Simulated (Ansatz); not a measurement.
Theory: DFT PBE, scalar-relativistic, plane waves, PAW in Ansatz 0.2.0.

Cutoff 420 eV; k points 14×14×8 on the computed 2-atom cell (Γ-centred); Gaussian smearing, width 0.10 eV; no spin polarisation.

Structure with the computed forces (eV/Å) in the last three columns:

```xyz
2
Lattice="3.2142 -0.1916 0.0197 -1.7730 2.6877 0.0197 0.0311 0.0539 5.2957" Properties=species:S:1:pos:R:3:forces:R:3 pbc="T T T" pressure_GPa=3.35
Hf   -0.1299    1.7570    1.3436    0.2590   -0.1490    0.0000
Hf    1.6021    0.7930    3.9915   -0.2590    0.1490    0.0000
```

Stress tensor (GPa, compression positive):

```
 1.35  9.25 -0.50
 9.25 12.02 -0.87
-0.50 -0.87 -3.32
```

Spin–orbit coupling is left out, which can shift energies with elements as heavy as these.